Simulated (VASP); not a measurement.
# LiH (Fm-3m) in VASP: notebook, part 2 of 2

VASP 6.6.1. Earlier steps stand in the parts before.

**3. Relaxation of cell and atoms, PBEsol**

This run uses another cell than the first one, of 8.45 Å³/atom, 1.079 times its volume.

Input file INCAR:

```
SYSTEM = LiH
  ALGO = Normal
  EDIFF = 1E-6
  EDIFFG = -0.01
  ENCUT = 600
  GGA = PS
  IBRION = 2
  ISIF = 3
  ISMEAR = 0
  LASPH = .True.
  LCHARG = .False.
  LREAL = .False.
  LWAVE = .False.
  NELM = 80
  NSW = 90
  PREC = Accurate
  SIGMA = 0.03
```

Input file KPOINTS:

```
k-points
0
Gamma
  12 12 12
  0 0 0
```

Input file POSCAR:

```
LiH
1.0
    0.0000000000      2.0367500000      2.0367500000
    2.0367500000      0.0000000000      2.0367500000
    2.0367500000      2.0367500000      0.0000000000
Li H
1 1
Direct
    0.0000000000      0.0000000000      0.0000000000
    0.5000000000      0.5000000000      0.5000000000
```

Potentials or basis: VASP PAW PBE potentials, release 64 (Li_sv, H).

Launch:

```bash
$ cat potpaw_PBE.64/Li_sv/POTCAR potpaw_PBE.64/H/POTCAR > POTCAR
$ mpirun -np 1 vasp_std > vasp.out
```

OUTCAR:

```text
SYSTEM = LiH
   EDIFF = 1E-6
   EDIFFG = -0.01
   ENCUT = 600
   GGA = PS
   IBRION = 2
   ISIF = 3
   ISMEAR = 0
   LASPH = .True.
   LREAL = .False.
   NELM = 80
   NSW = 90
   PREC = Accurate

 ion  position               nearest neighbor table
   1  0.000  0.000  0.000-
   2  0.500  0.500  0.500-

  LATTYP: Found a face centered cubic cell.
 ALAT       =     4.0735000000

  Lattice vectors:

 A1 = (   0.0000000000,   2.0367500000,   2.0367500000)
 A2 = (   2.0367500000,   0.0000000000,   2.0367500000)
 A3 = (   2.0367500000,   2.0367500000,   0.0000000000)

Analysis of symmetry for initial positions (statically):
=====================================================================
 Subroutine PRICEL returns:
 Original cell was already a primitive cell.

 Routine SETGRP: Setting up the symmetry group for a
 face centered cubic supercell.

 Subroutine GETGRP returns: Found 48 space group operations
 (whereof 48 operations were pure point group operations)
 out of a pool of 48 trial point group operations.

The static configuration has the point symmetry O_h .

Analysis of symmetry for dynamics (positions and initial velocities):
=====================================================================
 Subroutine PRICEL returns:
 Original cell was already a primitive cell.

 Routine SETGRP: Setting up the symmetry group for a
 face centered cubic supercell.

 Subroutine GETGRP returns: Found 48 space group operations
 (whereof 48 operations were pure point group operations)
 out of a pool of 48 trial point group operations.

The dynamic configuration has the point symmetry O_h .

 Subroutine INISYM returns: Found 48 space group operations
 (whereof 48 operations are pure point group operations),
 and found     1 'primitive' translations

[... 125 lines left out ...]
 conjugate gradient relaxation of ions
 non-spin polarized calculation
 Gauss-broadening in eV      SIGMA  =   0.03
  energy-cutoff  :      600.00
  volume of cell :       16.90
 maximum number of plane-waves:       588
   NGX = 11   NGY = 11   NGZ = 11

--------------------------------------- Ionic step        1  -------------------------------------------

 number of electron       3.9999999 magnetization

 Free energy of the ion-electron system (eV)
  ---------------------------------------------------
  ext. energy  EPLUGINS =         0.00000000
  ---------------------------------------------------
  free energy    TOTEN  =        -6.11339092 eV

  energy without entropy =       -6.11339092  energy(sigma->0) =       -6.11339092

------------------------ aborting loop because EDIFF is reached ----------------------------------------

  FORCE on cell =-STRESS in cart. coord.  units (eV):
  Direction    XX          YY          ZZ          XY          YZ          ZX
  --------------------------------------------------------------------------------------
  -------------------------------------------------------------------------------------
  Total       -0.2581225     -0.2581225     -0.2581225      0.0000000      0.0000000      0.0000000
  in kB      -24.4733457    -24.4733457    -24.4733457      0.0000000      0.0000000      0.0000000
  external PRESSURE =     -24.4733457 kB  Pullay stress =       0.0000000 kB
[... 59 lines left out ...]
--------------------------------------- Ionic step        3  -------------------------------------------

 number of electron       3.9999998 magnetization

 Free energy of the ion-electron system (eV)
  ---------------------------------------------------
  ext. energy  EPLUGINS =         0.00000000
  ---------------------------------------------------
  free energy    TOTEN  =        -6.12312920 eV

  energy without entropy =       -6.12312920  energy(sigma->0) =       -6.12312920

 E-fermi :   0.4330     XC(G=0):  -8.7008

 val. band max:        0.2861809297   @ k =   0.5000   0.5000   0.0000
 cond. band min:       3.0099679842   @ k =   0.5000   0.5000   0.0000
 fundamental gap:      2.7237870545
 Fermi energy:         0.4330484508

 k-point     1 :       0.0000    0.0000    0.0000
  band No.  band energies     occupation
      1     -43.3894      2.00000
      2      -5.3618      2.00000
      3      16.7387      0.00000
      4      18.2892      0.00000
      5      18.2892      0.00000
      6      18.2892      0.00000
[... 199 lines left out ...]
 k-point    24 :      -0.4167    0.1667    0.0000
  band No.  band energies     occupation
      1     -43.3293      2.00000
      2      -1.9744      2.00000
      3       5.2303      0.00000
      4      10.4616      0.00000
      5      14.7516      0.00000
      6      16.1607      0.00000

 [... further k-points ...]

------------------------ aborting loop because EDIFF is reached ----------------------------------------

  FORCE on cell =-STRESS in cart. coord.  units (eV):
  Direction    XX          YY          ZZ          XY          YZ          ZX
  --------------------------------------------------------------------------------------
  -------------------------------------------------------------------------------------
  Total        0.0047414      0.0047414      0.0047414      0.0000000      0.0000000     -0.0000000
  in kB        0.4848797      0.4848797      0.4848797      0.0000000      0.0000000     -0.0000000
  external PRESSURE =       0.4848797 kB  Pullay stress =       0.0000000 kB
[... 17 lines left out ...]
  FREE ENERGIE OF THE ION-ELECTRON SYSTEM (eV)
  ---------------------------------------------------
  free  energy   TOTEN  =        -6.1231291980 eV

  energy  without entropy=       -6.1231291980  energy(sigma->0) =       -6.12312920

 reached required accuracy - stopping structural energy minimisation
```

CONTCAR:

```text
LiH
   1.00000000000000
     0.0000000000000000    1.9860246739721994    1.9860246739721994
     1.9860246739721994   -0.0000000000000000    1.9860246739721994
     1.9860246739721994    1.9860246739721994   -0.0000000000000000
  Li              H
     1     1
Direct
     0.0000000000000000    0.0000000000000000    0.0000000000000000
     0.5000000000000000    0.5000000000000000    0.5000000000000000

  0.00000000E+00  0.00000000E+00  0.00000000E+00
  0.00000000E+00  0.00000000E+00  0.00000000E+00
```

Run time: 8.4 s. Hardware: 1 thread of Intel Xeon Platinum 8488C (Sapphire Rapids), shared host; peak memory 0.13 GiB.

Results:

| Item | Value |
| --- | --- |
| Free energy | -6.1231 eV |
| Relaxed volume | 7.83 Å³/atom |
| Relaxed cell | a = 2.809 Å, b = 2.809 Å, c = 2.809 Å, α = 60.00°, β = 60.00°, γ = 60.00° |
| Space group after relaxing (to 0.05 Å) | Fm-3m (No. 225) |
| Energy gained by relaxing | 4.9 meV/atom |
| Ionic steps | 3 |
| Pressure after relaxing | 0.0 GPa |
| Band gap on the k mesh | 2.72 eV, direct |

Step by step:
| step | energy change (eV) | largest force (eV/Å) | pressure (GPa) | volume (Å³) |
| --- | --- | --- | --- | --- |
| 1 | 0.0000 | 0.0000 | -2.45 | 16.90 |
| 2 | -0.0042 | 0.0000 | -1.88 | 16.58 |
| 3 | -0.0097 | 0.0000 | 0.05 | 15.67 |

Final structure:
```
Li H
1.0
     0.00000    1.98602    1.98602
     1.98602    0.00000    1.98602
     1.98602    1.98602    0.00000
Li H
1 1
Direct
  0.00000 0.00000 0.00000
  0.50000 0.50000 0.50000
```

Caveat: the cutoff is under 1.25 times the usual one of these potentials, so pressure, stress and relaxed cells hold a basis-set (Pulay) error; the PAW data sets were made with another functional, which shifts forces and pressure a little.
